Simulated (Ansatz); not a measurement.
Ru under changes of volume

One of the cells (13.575 Å³/atom); the others are scaled copies at fixed shape and fractional positions:

```
CELL_PARAMETERS angstrom
2.70580 0.00000 0.00000
-1.35290 2.34329 0.00000
0.00000 0.00000 4.28190
ATOMIC_POSITIONS crystal
Ru 0.66667 0.33333 0.75000
Ru 0.33333 0.66667 0.25000
```

- Program: Ansatz 0.2.0
- Functional: r2SCANh
- Potentials or basis: Ansatz PAW
- Cutoff: 500 eV (not typed: the program's choice for these potentials)
- k mesh: 6 × 6 × 3
- Occupations: fermi-dirac, width 0.05 eV
- Spin: no spin polarisation

| volume (Å³/atom) | energy over the lowest point (meV/atom) | pressure (GPa) |
| --- | --- | --- |
| 12.760 | 30.04 | 17.5 |
| 13.032 | 7.99 | 8.7 |
| 13.303 | 0.00 | 0.9 |
| 13.575 | 4.50 | -6.0 |
| 13.846 | 20.13 | -12.2 |
| 14.118 | ? | ? |
| 14.389 | 79.76 | -22.5 |

Q: What does the run at 14.118 Å³/atom give?

A: Energy over the lowest point 45.58 meV/atom; pressure -17.7 GPa.

Worked out: A Birch-Murnaghan fit of order 3 (a polynomial in V^(-2/3)) to the other rows has its minimum at 13.34 Å³/atom with B0 = V·E''(V) = 356 GPa and B' = 4.8 at fixed shape and positions, which overstates the stiffness. It gives 45.61 meV/atom at 14.118 Å³/atom, against the run's 45.58, and -dE/dV = -17.7 GPa, against -17.7.

Energies are extrapolated to zero smearing.

Caveats: all runs use coarse meshes; the PAW data sets come from PBE, with cores solved anew for the run's functional, which leaves a small shift of forces and pressure; the thresholds are loose for stress.
